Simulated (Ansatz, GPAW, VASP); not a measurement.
## NiO: programs and potentials compared

```
CELL_PARAMETERS angstrom
0.00000 2.08590 2.08590
2.08590 0.00000 2.08590
2.08590 2.08590 0.00000
ATOMIC_POSITIONS crystal
Ni 0.00000 0.00000 0.00000
O 0.50000 0.50000 0.50000
```

Alike in all runs: task single point; functional PBE; k mesh 11 × 11 × 11; occupations gaussian, width 0.029 eV; collinear spin, ferromagnetic start; no spin-orbit coupling. The measured crystal is an antiferromagnetic insulator; the state found here is the runs' own. Pressure is positive in compression and, in plane waves, holds the error of the finite cutoff.

```json
{"program and potentials": "Ansatz, all-electron LAPW, scalar-relativistic", "plane-wave cutoff (eV)": "-", "notes": "-", "pressure (GPa)": "6.63", "net moment per atom (μB)": "0.91"}
{"program and potentials": "GPAW, GPAW PAW data sets (gpaw-data 1.2.1)", "plane-wave cutoff (eV)": "800", "notes": "11 valence electrons an atom on average; this data set often lies off other programs", "pressure (GPa)": "10.22", "net moment per atom (μB)": "0.89"}
{"program and potentials": "VASP, PBE PAW files Ni, O, 520 eV", "plane-wave cutoff (eV)": "520", "notes": "8 valence electrons an atom on average", "pressure (GPa)": "6.08", "net moment per atom (μB)": "0.88"}
```

The pressure spans 6.08 (VASP, PBE PAW files Ni, O, 520 eV) to 10.22 GPa (GPAW, GPAW PAW data sets (gpaw-data 1.2.1)), with all-electron results at 6.63. The net moment per atom spans 0.88 (VASP, PBE PAW files Ni, O, 520 eV) to 0.91 μB (Ansatz, all-electron LAPW, scalar-relativistic), with all-electron results at 0.91. The state is the one that the start led to, which needn't be the lowest.

Differences between rows come from potentials, basis sets and numerical settings, since the functional is the same but for its coding. Runs on potential files found faulty are left out.
